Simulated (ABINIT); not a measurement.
# PbSe (Clausthalite) (Fm-3m) in ABINIT: further runs

The runs below take PbSe (Clausthalite) through relaxation of cell and atoms, single point, with PBEsol, PBE, LDA.

Program: ABINIT 10.8.3 (patched build). These are calculated values, not measurements. Logs are shortened: lines on timing, memory, paths and dates and some standing lists are left out, and cuts for length are marked. The log counts tension as positive stress, the text compression.

**The experiment to reproduce.**

From a printed reference work, monograph, for a bulk crystal of PbSe at 300 K: band gap 0.28 eV (direct).

The runs below are set against these values where they give the same quantity.

### Step 1. The crystal as given

The structure is cubic, space group Fm-3m (No. 225). Conventional cell: a = 6.121 Å, b = 6.121 Å, c = 6.121 Å, α = 90.00°, β = 90.00°, γ = 90.00°. Around Pb (site symmetry m-3m) lie 6 Se at 3.06 Å. Se (site symmetry m-3m) has 6 Pb at 3.06 Å as nearest neighbours.

### Step 2. Relaxation of cell and atoms, PBEsol

run.abi reads:

```
# Pseudopotentials
pp_dirpath "./"
pseudos "Pb.upf, Se.upf"

# Structure
acell 3*1.0 Angstrom
rprim
     0.0000000000     3.0606500000     3.0606500000
     3.0606500000     0.0000000000     3.0606500000
     3.0606500000     3.0606500000     0.0000000000
ntypat 2
znucl 82 34
natom 2
typat 1 2
chkprim 0
chksymtnons 0
tolsym 1.0e-6
xred
            0.0            0.0            0.0
            1/2            1/2            1/2

# Plane-wave basis
ecut 43.0
ecutsm 0.5

# k points
kptopt 1
ngkpt 6 6 6
nshiftk 1
shiftk 0.0 0.0 0.0

# Exchange and correlation
ixc -116133

# Bands and occupations
nband 19
occopt 3
tsmear 0.05 eV

# SCF cycle
nstep 80
tolvrs 1.0e-12

# Output
iomode 3
prteig 0
prtebands 0
prtwf 0
prtden 0

# Relaxation
ionmov 2
optcell 2
ntime 50
tolmxf 2.0e-5
dilatmx 1.08
```

Potentials or basis: PseudoDojo NC SR PBEsol v0.4.1 standard.

Started as:

```sh
$ mpirun --bind-to none -np 4 abinit run.abi > log 2>&1
```

run.abo:

```text
.Version 10.8.3 of ABINIT
 Symmetries : space group Fm -3 m (#225); Bravais cF (face-center cubic)
================================================================================
 Values of the parameters that define the memory need of the present run
     intxc =       0    ionmov =       2      iscf =       7    lmnmax =       6
     lnmax =       6     mgfft =      54  mpssoang =       3    mqgrid =    3001
     natom =       2  nloc_mem =       1    nspden =       1   nspinor =       1
    nsppol =       1      nsym =      48    n1xccc =    2501    ntypat =       2
    occopt =       3   xclevel =       2
       mpw =        6605          nfft =      157464          nkpt =          16
================================================================================
================================================================================

--------------------------------------------------------------------------------
------------- Echo of variables that govern the present computation ------------
--------------------------------------------------------------------------------
 -outvars: echo values of preprocessed input variables --------
            acell      1.8897261259E+00  1.8897261259E+00  1.8897261259E+00 Bohr
              amu      2.07200000E+02  7.89600000E+01
          chkprim           0
      chksymtnons           0
          dilatmx      1.08000000E+00
             ecut      4.30000000E+01 Hartree
           ecutsm      5.00000000E-01 Hartree
           ionmov           2
              ixc     -116133
         kptrlatt        6    0    0      0    6    0      0    0    6
          kptrlen      4.90770878E+01
            natom           2
            nband          19
            ngfft          54      54      54
             nkpt          16
            nstep          80
             nsym          48
            ntime          50
           ntypat           2
           occopt           3
          optcell           2
           prtden           0
        prtebands           0
           prteig           0
            prtwf           0
            rprim      0.0000000000E+00  3.0606500000E+00  3.0606500000E+00
                       3.0606500000E+00  0.0000000000E+00  3.0606500000E+00
                       3.0606500000E+00  3.0606500000E+00  0.0000000000E+00
          spgroup         225
           tolmxf      2.00000000E-05
           tolsym      1.00000000E-06
           tolvrs      1.00000000E-12
           tsmear      1.83746611E-03 Hartree
            typat      1  2
           xangst      0.0000000000E+00  0.0000000000E+00  0.0000000000E+00
                       3.0606500000E+00  3.0606500000E+00  3.0606500000E+00
            xcart      0.0000000000E+00  0.0000000000E+00  0.0000000000E+00
                       5.7837902673E+00  5.7837902673E+00  5.7837902673E+00
             xred      0.0000000000E+00  0.0000000000E+00  0.0000000000E+00
                       5.0000000000E-01  5.0000000000E-01  5.0000000000E-01
            znucl       82.00000   34.00000

================================================================================

 chkinp: Checking input parameters for consistency.

================================================================================
== DATASET  1 ==================================================================

--- !DatasetInfo
iteration_state: {dtset: 1, }
dimensions: {natom: 2, nkpt: 16, mband: 19, nsppol: 1, nspinor: 1, nspden: 1, mpw: 6605, }
cutoff_energies: {ecut:  43.0, pawecutdg:  -1.0, }
electrons: {nelect:   3.00000000E+01, charge:   0.00000000E+00, occopt:   3.00000000E+00, tsmear:   1.83746611E-03, }
meta: {optdriver: 0, ionmov: 2, optcell: 2, iscf: 7, paral_kgb: 0, }
...

 Real(R)+Recip(G) space primitive vectors, cartesian coordinates (Bohr,Bohr^-1):
 R(1)=  0.0000000  5.7837903  5.7837903  G(1)= -0.0864485  0.0864485  0.0864485
 R(2)=  5.7837903  0.0000000  5.7837903  G(2)=  0.0864485 -0.0864485  0.0864485
 R(3)=  5.7837903  5.7837903  0.0000000  G(3)=  0.0864485  0.0864485 -0.0864485
 Unit cell volume ucvol=  3.8696136E+02 bohr^3
 Angles (23,13,12)=  6.00000000E+01  6.00000000E+01  6.00000000E+01 degrees

 getcut: wavevector=  0.0000  0.0000  0.0000  ngfft=  54  54  54
         ecut(hartree)=     50.155   => boxcut(ratio)=   2.07153

--- Pseudopotential description ------------------------------------------------
- pspini: atom type   1  psp file is ./Pb.upf
  82.00000  14.00000  180301                  znucl, zion, pspdat
12 -116133 2 -1 1678                          pspcod,pspxc,lmax,lloc,mmax
     nproj     2     2     2

- pspini: atom type   2  psp file is ./Se.upf
  34.00000  16.00000  180301                  znucl, zion, pspdat
12 -116133 2 -1 1198                          pspcod,pspxc,lmax,lloc,mmax
     nproj     2     2     2

   2.20516099E+03                                ecore*ucvol(ha*bohr**3)
--------------------------------------------------------------------------------

================================================================================

=== [ionmov= 2] Broyden-Fletcher-Goldfarb-Shanno method (forces)
================================================================================

--- Iteration: ( 1/50) Internal Cycle: (1/1)
--------------------------------------------------------------------------------

---SELF-CONSISTENT-FIELD CONVERGENCE--------------------------------------------
[... 171 lines left out ...]
 Real space primitive translations (rprimd) [bohr]
  0.00000000000000E+00  5.78053435131573E+00  5.78053435131573E+00
  5.78053435131573E+00  0.00000000000000E+00  5.78053435131573E+00
  5.78053435131573E+00  5.78053435131573E+00  0.00000000000000E+00
 Unitary Cell Volume (ucvol) [Bohr^3]=  3.86308224837510E+02
 Angles (23,13,12)= [degrees]
  6.00000000000000E+01  6.00000000000000E+01  6.00000000000000E+01
 Lengths [Bohr]
  8.17491007739426E+00  8.17491007739426E+00  8.17491007739426E+00
 Stress tensor in cartesian coordinates (strten) [Ha/bohr^3]
  1.58648848503171E-05  0.00000000000000E+00  0.00000000000000E+00
  0.00000000000000E+00  1.58648848503154E-05  0.00000000000000E+00
  0.00000000000000E+00  0.00000000000000E+00  1.58648848503119E-05
 Total energy (etotal) [Ha]= -1.91417993073803E+02

 Difference of energy with previous step (new-old):
           Absolute (Ha)=-1.13134E-05
           Relative     =-5.91031E-08

--- Iteration: ( 3/50) Internal Cycle: (1/1)
--------------------------------------------------------------------------------

---SELF-CONSISTENT-FIELD CONVERGENCE--------------------------------------------
[... 76 lines left out ...]
 Real space primitive translations (rprimd) [bohr]
  0.00000000000000E+00  5.76291343642488E+00  5.76291343642488E+00
  5.76291343642488E+00  0.00000000000000E+00  5.76291343642488E+00
  5.76291343642488E+00  5.76291343642488E+00  0.00000000000000E+00
 Unitary Cell Volume (ucvol) [Bohr^3]=  3.82786210368583E+02
 Angles (23,13,12)= [degrees]
  6.00000000000000E+01  6.00000000000000E+01  6.00000000000000E+01
 Lengths [Bohr]
  8.14999034057420E+00  8.14999034057420E+00  8.14999034057420E+00
 Stress tensor in cartesian coordinates (strten) [Ha/bohr^3]
 -1.59812300028900E-07  0.00000000000000E+00  0.00000000000000E+00
  0.00000000000000E+00 -1.59812300034104E-07  0.00000000000000E+00
  0.00000000000000E+00  0.00000000000000E+00 -1.59812300023696E-07
 Total energy (etotal) [Ha]= -1.91418020939260E+02

 Difference of energy with previous step (new-old):
           Absolute (Ha)=-2.78655E-05
           Relative     =-1.45574E-07

 At Broyd/MD step   3, gradients are converged :
  max grad (force/stress) = 1.5981E-05 < tolmxf= 2.0000E-05 ha/bohr (free atoms)

================================================================================

 ----iterations are completed or convergence reached----

 Mean square residual over all n,k,spin=   99.697E-12; max=  30.308E-09
 reduced coordinates (array xred) for    2 atoms
       0.000000000000      0.000000000000      0.000000000000
       0.500000000000      0.500000000000      0.500000000000
 rms dE/dt=  0.0000E+00; max dE/dt=  0.0000E+00; dE/dt below (all hartree)
    1       0.000000000000      0.000000000000      0.000000000000
    2       0.000000000000      0.000000000000      0.000000000000

 cartesian coordinates (angstrom) at end:
    1      0.00000000000000     0.00000000000000     0.00000000000000
    2      3.04960245689385     3.04960245689385     3.04960245689385

 cartesian forces (hartree/bohr) at end:
    1     -0.00000000000000    -0.00000000000000    -0.00000000000000
    2     -0.00000000000000    -0.00000000000000    -0.00000000000000
 frms,max,avg= 0.0000000E+00 0.0000000E+00   0.000E+00  0.000E+00  0.000E+00 h/b

 cartesian forces (eV/Angstrom) at end:
    1     -0.00000000000000    -0.00000000000000    -0.00000000000000
    2     -0.00000000000000    -0.00000000000000    -0.00000000000000
 frms,max,avg= 0.0000000E+00 0.0000000E+00   0.000E+00  0.000E+00  0.000E+00 e/A
 length scales=  8.149990340574  8.149990340574  8.149990340574 bohr
              =  4.312789154386  4.312789154386  4.312789154386 angstroms
 Fermi (or HOMO) energy (hartree) =   0.16097   Average Vxc (hartree)=  -0.37776
 Eigenvalues (hartree) for nkpt=  16  k points:
 kpt#   1, nband= 19, wtk=  0.00463, kpt=  0.0000  0.0000  0.0000 (reduced coord)
  -1.58297   -1.58297   -1.58288   -1.58288   -1.58288   -0.45837   -0.45837   -0.45837
  -0.45831   -0.45831   -0.34604   -0.07473    0.08730    0.08730    0.08730    0.33052
   0.33052    0.33052    0.39431
      occupation numbers for kpt#   1
   2.00000    2.00000    2.00000    2.00000    2.00000    2.00000    2.00000    2.00000
   2.00000    2.00000    2.00000    2.00000    2.00000    2.00000    2.00000    0.00000
   0.00000    0.00000    0.00000
 prteigrs : prtvol=0 or 1, do not print more k-points.

--- !EnergyTerms
iteration_state     : {dtset: 1, itime: 3, icycle: 1, }
comment             : Components of total free energy in Hartree
kinetic             :  1.12873198313744E+02
hartree             :  4.96867680574701E+01
xc                  : -4.37856523791865E+01
Ewald energy        : -1.11079145043500E+02
psp_core            :  5.76081617517051E+00
local_psp           : -1.37995854568116E+02
non_local_psp       : -6.68780946102392E+01
internal            : -1.91417964054657E+02
'-kT*entropy'       : -5.68846030688944E-05
total_energy        : -1.91418020939260E+02
total_energy_eV     : -5.20874970221948E+03
band_energy         : -2.08941347614875E+01
...

 Cartesian components of stress tensor (hartree/bohr^3)
  sigma(1 1)= -1.59812300E-07  sigma(3 2)=  0.00000000E+00
  sigma(2 2)= -1.59812300E-07  sigma(3 1)=  0.00000000E+00
  sigma(3 3)= -1.59812300E-07  sigma(2 1)=  0.00000000E+00

-Cartesian components of stress tensor (GPa)         [Pressure=  4.7018E-03 GPa]
- sigma(1 1)= -4.70184020E-03  sigma(3 2)=  0.00000000E+00
- sigma(2 2)= -4.70184020E-03  sigma(3 1)=  0.00000000E+00
- sigma(3 3)= -4.70184020E-03  sigma(2 1)=  0.00000000E+00

== END DATASET(S) ==============================================================
================================================================================

 -outvars: echo values of variables after computation  --------
            acell      8.1499903406E+00  8.1499903406E+00  8.1499903406E+00 Bohr
           etotal     -1.9141802094E+02
            fcart     -0.0000000000E+00 -0.0000000000E+00 -0.0000000000E+00
                      -0.0000000000E+00 -0.0000000000E+00 -0.0000000000E+00
            rprim      0.0000000000E+00  7.0710678119E-01  7.0710678119E-01
                       7.0710678119E-01  0.0000000000E+00  7.0710678119E-01
                       7.0710678119E-01  7.0710678119E-01  0.0000000000E+00
           strten     -1.5981230003E-07 -1.5981230003E-07 -1.5981230002E-07
                       0.0000000000E+00  0.0000000000E+00  0.0000000000E+00
           xangst      0.0000000000E+00  0.0000000000E+00  0.0000000000E+00
                       3.0496024569E+00  3.0496024569E+00  3.0496024569E+00
             xred      0.0000000000E+00  0.0000000000E+00  0.0000000000E+00
                       5.0000000000E-01  5.0000000000E-01  5.0000000000E-01
 Calculation completed.
```

Wall time 63 s (4 MPI ranks of Arm Neoverse V1, shared host); peak memory 0.44 GiB.

What came out:

```yaml
Free_energy: -5208.7497 eV
Relaxed_volume: 28.36 Å³/atom
Relaxed_cell: a = 4.313 Å, b = 4.313 Å, c = 4.313 Å, α = 60.00°, β = 60.00°, γ = 60.00°
Space_group_after_relaxing_to_0.05_Å: Fm-3m (No. 225)
Energy_gained_by_relaxing: 0.5 meV/atom
Ionic_steps: 3
Pressure_after_relaxing: 0.0 GPa
Band_gap_on_the_k_mesh: 0.18 eV, direct
```

Step by step:
| step | energy change (eV) | largest force (eV/Å) | pressure (GPa) | volume (Å³) |
| --- | --- | --- | --- | --- |
| 1 | 0.0000 | 0.0000 | -0.55 | 57.34 |
| 2 | -0.0003 | 0.0000 | -0.47 | 57.24 |
| 3 | -0.0011 | 0.0000 | 0.00 | 56.72 |

Final structure:
```cif
data_structure
_symmetry_space_group_name_H-M 'P 1'
_symmetry_Int_Tables_number 1
_cell_length_a 4.3128
_cell_length_b 4.3128
_cell_length_c 4.3128
_cell_angle_alpha 60.000
_cell_angle_beta 60.000
_cell_angle_gamma 60.000
_cell_volume 56.72
loop_
_atom_site_label
_atom_site_type_symbol
_atom_site_fract_x
_atom_site_fract_y
_atom_site_fract_z
_atom_site_occupancy
Pb1 Pb 0.00000 0.00000 0.00000 1
Se1 Se 0.50000 0.50000 0.50000 1
```

Caveat: spin-orbit coupling is left out, which as a rule narrows the gap of such compounds by several tenths of an eV.

[end of part 1 of 3]
